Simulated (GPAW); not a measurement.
# Pd (Fm-3m) in GPAW: phonons with vdW-DF

Aim: the phonons of Pd with vdW-DF.

All numbers are computed with GPAW 26.7.0; they aren't measurements. Logs are shortened: lines on timing, memory, paths and dates and some standing lists are left out, and cuts for length are marked. The log counts tension as positive stress, the text compression.

### 1 The crystal as given

Symmetry: Fm-3m, No. 225, cubic system. The conventional cell has a = 3.893 Å, b = 3.893 Å, c = 3.893 Å, α = 90.00°, β = 90.00°, γ = 90.00°. Pd (site symmetry m-3m) is surrounded by 12 Pd at 2.75 Å.

### 2 Phonons, vdW-DF

File run.py:

```python
import json
import numpy as np
from ase import Atoms
from ase.io import write
from phonopy import Phonopy
from phonopy.structure.atoms import PhonopyAtoms
from gpaw import GPAW, PW

atoms = Atoms(['Pd'],
              cell=[[0.0, 1.9465, 1.9465],
                    [1.9465, 0.0, 1.9465],
                    [1.9465, 1.9465, 0.0]],
              scaled_positions=[[0.0, 0.0, 0.0]],
              pbc=True)

calc = GPAW(mode=PW(600),
            xc={'name': 'vdW-DF', 'backend': 'libvdwxc'},
            kpts={'size': (12, 12, 12), 'gamma': True},
            occupations={'name': 'fermi-dirac', 'width': 0.05},
            nbands=17,
            convergence={'density': 1e-06, 'eigenstates': 1e-09},
            maxiter=150,
            txt='gpaw.txt')
atoms.calc = calc
energy = atoms.get_potential_energy()
forces = atoms.get_forces()
calc.write('gs.gpw')
write('result.traj', atoms)
print('Cell:', atoms.cell.cellpar().round(4))
print(atoms.get_scaled_positions().round(5))

def force_constants(scale):
    unit = PhonopyAtoms(symbols=atoms.get_chemical_symbols(), cell=atoms.cell[:] * scale**(1 / 3),
                        scaled_positions=atoms.get_scaled_positions())
    ph = Phonopy(unit, supercell_matrix=np.diag([2, 2, 2]), primitive_matrix=np.eye(3), symprec=1e-4)
    ph.generate_displacements(distance=0.03)
    forces = []
    for i, sc in enumerate(ph.supercells_with_displacements):
        a = Atoms(sc.symbols, cell=sc.cell, scaled_positions=sc.scaled_positions, pbc=True)
        c = GPAW(mode=PW(600),
                 xc={'name': 'vdW-DF', 'backend': 'libvdwxc'},
                 kpts={'size': (6, 6, 6), 'gamma': True},
                 occupations={'name': 'fermi-dirac', 'width': 0.05},
                 nbands=94,
                 convergence={'density': 1e-06, 'eigenstates': 1e-09},
                 maxiter=150,
                 txt=f'disp-{scale:.3f}-{i:02d}.txt')
        a.calc = c
        f = a.get_forces()
        forces.append(f - f.mean(axis=0))
        print(f'displacement {i}: drift', f.mean(axis=0).round(5), flush=True)
    ph.forces = forces
    ph.produce_force_constants()
    ph.symmetrize_force_constants()
    return ph

qpoints = [[0.0, 0.0, 0.0], [0.0, 0.0, 0.5], [0.0, 0.5, 0.0], [0.0, 0.5, 0.5], [0.5, 0.0, 0.0], [0.5, 0.0, 0.5], [0.5, 0.5, 0.0], [0.5, 0.5, 0.5]]
results = {}
for scale in [1.0]:
    ph = force_constants(scale)
    ph.run_qpoints(qpoints)
    nu = ph.qpoints.frequencies * 33.35641  # THz to cm^-1
    results[f'{scale:.3f}'] = nu.tolist()
    for qp, f in zip(qpoints, nu):
        print(scale, np.round(qp, 4), f.round(2))

path = atoms.cell.bandpath('GXWKGLUWLK,UX', npoints=60, eps=1e-4)
ph.run_qpoints(path.kpts)
results['path'] = (ph.qpoints.frequencies * 33.35641).tolist()
results['path_q'] = path.kpts.tolist()
x, ticks, names = path.get_linear_kpoint_axis()
results['axis'] = [x.tolist(), list(ticks), names]
ph.run_mesh([15, 15, 15], is_gamma_center=True)
ph.run_thermal_properties(temperatures=[0, 100, 200, 300, 500, 800], cutoff_frequency=0.05)
tp = ph.thermal_properties
results['thermal'] = [list(v) for v in (tp.temperatures, tp.free_energy, tp.entropy, tp.heat_capacity)]
for t, fv, s, cv in zip(*results['thermal']):
    print(f'{t:6.0f} K  F {fv:9.4f} kJ/mol  S {s:9.4f} J/K/mol  Cv {cv:9.4f} J/K/mol')
json.dump(results, open('phonons.json', 'w'))
```

Potentials or basis: GPAW PAW data sets (gpaw-data 1.2.1), pw.

On the command line:

```
OMP_NUM_THREADS=1 python run.py
```

gpaw.txt:

```text
__  _  _
 | _ |_)|_||  |
 |__||  | ||/\| - 26.7.0

Input parameters:
  mode=PW(ecut=600.0),
  convergence={'density': 1e-06, 'eigenstates': 1e-09},
  kpts=MonkhorstPack(size=(12, 12, 12), gamma=True),
  maxiter=150,
  nbands=17,
  occupations=Occupations(name='fermi-dirac', width=0.05),
  xc=XC(name='vdW-DF', backend='libvdwxc')

Diagonalizing LCAO Hamiltonian
Converting LCAO to pw mode

       Pd

Atoms  # Å, Bohr magnetons
|   | symbol |        x |        y |        z |    initial magnetic moments |
|---|--------|----------|----------|----------|-----------------------------|
| 0 |     Pd | 0.000000 | 0.000000 | 0.000000 | ( 0.0000,  0.0000,  0.0000) |

Unit cell  # Å
| periodic |        x |        y |        z |  lengths |    angles |
|----------|----------|----------|----------|----------|-----------|
|      yes | 0.000000 | 1.946500 | 1.946500 | 2.752767 | 60.000000 |
|      yes | 1.946500 | 0.000000 | 1.946500 | 2.752767 | 60.000000 |
|      yes | 1.946500 | 1.946500 | 0.000000 | 2.752767 | 60.000000 |

Number of symmetries: 48
Symmetry operations  # r_c * U_cc + t_c -> r_c
|    | kind |            matrix            |
|----|------|------------------------------|
|  0 |  σ   |  1, 0, 0,  1, 0,-1,  1,-1, 0 |
|  1 |  C2  |  1, 0, 0,  1,-1, 0,  1, 0,-1 |
|  2 |  E   |  1, 0, 0,  0, 1, 0,  0, 0, 1 |
|  3 |  σ   |  1, 0, 0,  0, 0, 1,  0, 1, 0 |
|  4 |  C4  |  1, 0,-1,  1, 0, 0,  1,-1, 0 |
|  5 |  S6  |  1, 0,-1,  1,-1, 0,  1, 0, 0 |
|  6 |  σ   |  1, 0,-1,  0, 1,-1,  0, 0,-1 |
|  7 |  C3  |  1, 0,-1,  0, 0,-1,  0, 1,-1 |
|  8 |  S6  |  1,-1, 0,  1, 0, 0,  1, 0,-1 |
|  9 |  C4  |  1,-1, 0,  1, 0,-1,  1, 0, 0 |
| 10 |  C3  |  1,-1, 0,  0,-1, 1,  0,-1, 0 |
| 11 |  σ   |  1,-1, 0,  0,-1, 0,  0,-1, 1 |
| 12 |  σ   |  0, 1, 0,  1, 0, 0,  0, 0, 1 |
| 13 |  C4  |  0, 1, 0,  0, 1,-1, -1, 1, 0 |
| 14 |  C3  |  0, 1, 0,  0, 0, 1,  1, 0, 0 |
| 15 |  S6  |  0, 1, 0, -1, 1, 0,  0, 1,-1 |
| 16 |  C2  |  0, 1,-1,  1, 0,-1,  0, 0,-1 |
| 17 |  σ   |  0, 1,-1,  0, 1, 0, -1, 1, 0 |
| 18 |  S4  |  0, 1,-1,  0, 0,-1,  1, 0,-1 |
| 19 |  C4  |  0, 1,-1, -1, 1, 0,  0, 1, 0 |
| 20 |  C3  |  0, 0, 1,  1, 0, 0,  0, 1, 0 |
| 21 |  σ   |  0, 0, 1,  0, 1, 0,  1, 0, 0 |
| 22 |  S6  |  0, 0, 1,  0,-1, 1, -1, 0, 1 |
| 23 |  C4  |  0, 0, 1, -1, 0, 1,  0,-1, 1 |
| 24 |  S4  |  0, 0,-1,  1, 0,-1,  0, 1,-1 |
| 25 |  C3  |  0, 0,-1,  0, 1,-1,  1, 0,-1 |
| 26 |  C2  |  0, 0,-1,  0,-1, 0, -1, 0, 0 |
| 27 |  S6  |  0, 0,-1, -1, 0, 0,  0,-1, 0 |
| 28 |  S4  |  0,-1, 1,  1,-1, 0,  0,-1, 0 |
| 29 |  C4  |  0,-1, 1,  0, 0, 1, -1, 0, 1 |
| 30 |  C2  |  0,-1, 1,  0,-1, 0,  1,-1, 0 |
| 31 |  σ   |  0,-1, 1, -1, 0, 1,  0, 0, 1 |
| 32 |  C3  |  0,-1, 0,  1,-1, 0,  0,-1, 1 |
| 33 |  S6  |  0,-1, 0,  0, 0,-1, -1, 0, 0 |
| 34 |  S4  |  0,-1, 0,  0,-1, 1,  1,-1, 0 |
| 35 |  C2  |  0,-1, 0, -1, 0, 0,  0, 0,-1 |
| 36 |  C2  | -1, 1, 0,  0, 1, 0,  0, 1,-1 |
| 37 |  S6  | -1, 1, 0,  0, 1,-1,  0, 1, 0 |
| 38 |  S4  | -1, 1, 0, -1, 0, 1, -1, 0, 0 |
| 39 |  C3  | -1, 1, 0, -1, 0, 0, -1, 0, 1 |
| 40 |  S6  | -1, 0, 1,  0, 0, 1,  0,-1, 1 |
| 41 |  C2  | -1, 0, 1,  0,-1, 1,  0, 0, 1 |
| 42 |  C3  | -1, 0, 1, -1, 1, 0, -1, 0, 0 |
| 43 |  S4  | -1, 0, 1, -1, 0, 0, -1, 1, 0 |
| 44 |  C2  | -1, 0, 0,  0, 0,-1,  0,-1, 0 |
| 45 |  i   | -1, 0, 0,  0,-1, 0,  0, 0,-1 |
| 46 |  σ   | -1, 0, 0, -1, 1, 0, -1, 0, 1 |
| 47 |  C2  | -1, 0, 0, -1, 0, 1, -1, 1, 0 |

BZ-sampling:
  Number of BZ points: 1728
  Number of IBZ points: 72

  Monkhorst-Pack size: [12, 12, 12]
  Monkhorst-Pack shift: [0.041666666666666664, 0.041666666666666664, 0.041666666666666664]

K-points  # in reciprocal-cell coordinates
|     |                                coordinates |     weight |
|-----|--------------------------------------------|------------|
|   0 | ( -0.00000000,  -0.00000000,  -0.00000000) | 0.00057870 |
|   1 | (  0.08333333,   0.08333333,  -0.00000000) | 0.00347222 |
|   2 | (  0.08333333,   0.08333333,   0.08333333) | 0.00462963 |
|   3 | (  0.16666667,   0.08333333,   0.08333333) | 0.00694444 |
|   4 | (  0.16666667,   0.16666667,  -0.00000000) | 0.00347222 |
|   5 | (  0.16666667,   0.16666667,   0.08333333) | 0.01388889 |
|   6 | (  0.16666667,   0.16666667,   0.16666667) | 0.00462963 |
|   7 | (  0.25000000,   0.16666667,   0.08333333) | 0.01388889 |
|   8 | (  0.25000000,   0.16666667,   0.16666667) | 0.01388889 |
|   9 | (  0.25000000,   0.25000000,  -0.00000000) | 0.00347222 |
| ... |                                            |            |
|  71 | (  0.50000000,   0.50000000,   0.50000000) | 0.00231481 |

Plane wave coefficients: 531
Cutoff: 600.0 eV

Spin-components: 1 (collinear spins)
Bands:           17
Projectors:      6
Spin-degeneracy: 2
Datatype:        complex128

Parallelization:
  kpt:    1
  domain: 1
  band:   1

Density:
  Valence electrons: 16.0
  Components: 1
  Grid points: [16 16 16]
  Charge: 0.0  # |e|

Potential:
  Grid points: [16 16 16]

species:
  Pd:
    name:    Palladium
    Z:       46.0
    valence: 16
    core:    30
    charge:  0.0  # [|e|]
    compensation charges:
      type: gauss
      rc: 0.38  # [Å]
      lmax: 2
    cutoffs:
      filter: 2.38  # [Å]
      core: 2.28  # [Å]
    projectors
    | kind |    occ | energy [eV] | rcut [Å] |
    |------|--------|-------------|----------|
    |   5s |  0.000 |      -3.197 |    1.228 |
    |   4p |  6.000 |     -51.116 |    1.360 |
    |   5p |  0.000 |      -0.334 |    1.360 |
    |   4d | 10.000 |      -3.956 |    1.228 |
    |    s |        |      24.014 |    1.228 |
    |    d |        |      23.256 |    1.228 |

    Using partial waves for Pd as LCAO basis

Reference energy: -137233.500211  # eV

eigensolver:
  PPCG
  Converge bands: occupied
  niter=2

density mixing:
  MSR1-Mixer
  Pratt-step length: 0.05
  Maximum mixing coefficient: 0.75
  Old densities: 10
  SVD Regularization: 0.005
  Good broyden scale: 1.0
  Trust region scale: 1.0
  Backstep threshold: 4.0
  History deletion threshold: 6.0
  Fourier metric: weight=20.0, sigma=0.015

occupation numbers:
  Fermi-Dirac:
    width: 0.0500  # eV

poisson solver:
  ecut: 4800.0  # eV

xc functional:
  name: vdW-DF with libvdwxc
  Mode: serial
  Semilocal: GGA_X_PBE_R+LDA_C_PW with 2 nearest neighbor stencil
  Local blocksize: 32 x 32 x 32
  PAW datasets: revPBE

convergence criteria:
- Maximum integral of absolute [dens]ity change: 1e-06 electrons / valence electron
- Maximum integral of absolute [eigenst]ate change: 1e-09 eV^2 / valence electron
- Maximum [total energy] change in last 3 cyles: 0.0005 eV / valence electron
maximum number of iterations: 150

SCF iterations
|iter     | |      energy | eigst |  dens |
|---------|-|-------------|-------|-------|
|iter:   1| |  -55.391008 | -0.24 |       |
|iter:   2| |  -55.223090 | -2.65 | -1.06 |
|iter:   3| |  -54.704896 | -1.59 | -1.11 |
|iter:   4| |  -54.697935 | -3.40 | -2.00 |
|iter:   5| |  -54.695958 | -3.32 | -2.23 |
|iter:   6| |  -54.695968c| -5.95 | -3.58 |
|iter:   7| |  -54.695973c| -6.49 | -3.90 |
|iter:   8| |  -54.695973c| -9.26c| -5.13 |
|iter:   9| |  -54.695973c| -9.91c| -5.76 |
|iter:  10| |  -54.695973c|-11.55c| -6.79c|

Converged in 10 steps
Energy contributions relative to reference atoms: (reference = -137233.500211)

Energy contributions:
  Kinetic:           9.501602
  Coulomb:         -12.661567
  Zero:             -0.277555
  External:          0.000000
  Xc:              -51.248680
  Entropy:          -0.019546
  Spinorbit:         0.000000
  ----------------------------
  Free energy:     -54.705746
  Extrapolated:    -54.695973

dipole moment: (-11.445587, -11.445587, -11.445587)  # |e|*Ang

Fermi level: 9.513
Eigenvalues  # (at kpt = [-0.000, -0.000, -0.000])
| band index |      eig [eV] | occ [0-2] |
|------------|---------------|-----------|
|          0 |       -40.152 |     2.000 |
|          1 |       -40.152 |     2.000 |
|          2 |       -40.152 |     2.000 |
|          3 |         2.708 |     2.000 |
|          4 |         6.737 |     2.000 |
|          5 |         6.737 |     2.000 |
[... 9 lines left out ...]
|         15 |        40.054 |     0.000 |
|         16 |        40.054 |     0.000 |

No gap
No difference between direct/indirect transitions

Forces  # eV/Ang
|       x |       y |       z |
|---------|---------|---------|
| 0.00000 | 0.00000 | 0.00000 |  # Pd   0

# Writing to gs.gpw (mode='')
```

Run time: 3.9 min. Hardware: 1 thread of AMD EPYC 9R45 (Zen 5), shared host; peak memory 0.63 GiB.

What came out:

| Item | Value |
| --- | --- |
| Free energy | -54.7057 eV |
| Band gap on the k mesh | none (metal or under the smearing width) |
| Highest phonon frequency | 256 cm⁻¹ |

Phonon frequencies in cm⁻¹ (negative: imaginary):
```tsv
q point	frequencies
(0.000, 0.000, 0.000)	0 0 0
(0.000, 0.000, 0.500)	117 117 256
(0.000, 0.500, 0.000)	117 117 256
(0.000, 0.500, 0.500)	170 170 248
(0.500, 0.000, 0.000)	117 117 256
(0.500, 0.000, 0.500)	170 170 248
(0.500, 0.500, 0.000)	170 170 248
(0.500, 0.500, 0.500)	117 117 256
```

Caveat: phonon bands are interpolated from a small supercell.
